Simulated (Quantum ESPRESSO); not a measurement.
A calculation with Quantum ESPRESSO 7.5 of C (native input, structure typed inline):

pw.in

```
&CONTROL
  calculation = 'scf'
  prefix = 'pwscf'
  outdir = './tmp'
  pseudo_dir = './pseudo'
  tprnfor = .true.
  tstress = .true.
  disk_io = 'nowf'
/
&SYSTEM
  ibrav = 0
  nat = 2
  ntyp = 1
  ecutwfc = 55
  ecutrho = 440
  nbnd = 9
  occupations = 'smearing'
  smearing = 'fd'
  degauss = 0.00367493
/
&ELECTRONS
  conv_thr = 4d-10
  electron_maxstep = 120
  mixing_beta = 0.5
/
ATOMIC_SPECIES
C     12.0110 C.pbe-n-kjpaw_psl.1.0.0.UPF
CELL_PARAMETERS angstrom
   0.0000000000    1.7833700000    1.7833700000
   1.7833700000    0.0000000000    1.7833700000
   1.7833700000    1.7833700000    0.0000000000
ATOMIC_POSITIONS crystal
C      0.7500000000    0.7500000000    0.7500000000
C      0.5000000000    0.5000000000    0.5000000000
K_POINTS automatic
13 13 13 0 0 0
```

Potentials or basis: SSSP 1.3 efficiency PBE.

Launch:

```console
$ OMP_NUM_THREADS=1 pw.x -in pw.in > pw.out
```

This isn't the form of C at room conditions, which is graphite.

Q: Write the same calculation in another form: ASE script, structure from a POSCAR.

A: As run:

File run.py:

```python
import numpy as np
from ase.calculators.espresso import Espresso, EspressoProfile
from ase.io import read

atoms = read('POSCAR')

input_data = {
    'control': {'calculation': 'scf', 'prefix': 'pwscf', 'outdir': './tmp', 'tprnfor': True, 'tstress': True, 'disk_io': 'nowf'},
    'system': {'ecutwfc': 55.0, 'ecutrho': 440.0, 'nbnd': 9, 'occupations': 'smearing', 'smearing': 'fd', 'degauss': 0.00367493},
    'electrons': {'conv_thr': 4e-10, 'electron_maxstep': 120, 'mixing_beta': 0.5},
}
pseudopotentials = {'C': 'C.pbe-n-kjpaw_psl.1.0.0.UPF'}
profile = EspressoProfile(command='pw.x', pseudo_dir='pseudo')
atoms.calc = Espresso(profile=profile, input_data=input_data, pseudopotentials=pseudopotentials, kpts=(13, 13, 13), koffset=(0, 0, 0))

print(f'energy {atoms.get_potential_energy():.8f} eV')
print('forces (eV/A)')
print(np.round(atoms.get_forces(), 6))
print('stress (eV/A^3, Voigt)')
print(np.round(atoms.get_stress(), 8))
print(f'Fermi level {atoms.calc.get_fermi_level():.4f} eV')
```

File POSCAR:

```
C
1.0
    0.0000000000      1.7833700000      1.7833700000
    1.7833700000      0.0000000000      1.7833700000
    1.7833700000      1.7833700000      0.0000000000
C
2
Direct
    0.7500000000      0.7500000000      0.7500000000
    0.5000000000      0.5000000000      0.5000000000
```

Potentials or basis: SSSP 1.3 efficiency PBE.

The run is started by

```bash
$ OMP_NUM_THREADS=1 python run.py
```

Both were run:

|  | native input, structure typed inline | ASE script, structure from a POSCAR |
| --- | --- | --- |
| Pressure | 1.9 GPa | 1.9 GPa |
| Band gap on the k mesh | 4.16 eV, indirect (least direct gap 5.60 eV) | 4.16 eV, indirect (least direct gap 5.60 eV) |

Keys that steer only the numerical path or the files written may differ.

Caveat: an odd mesh through Γ misses points on the zone boundary, where band edges often lie.
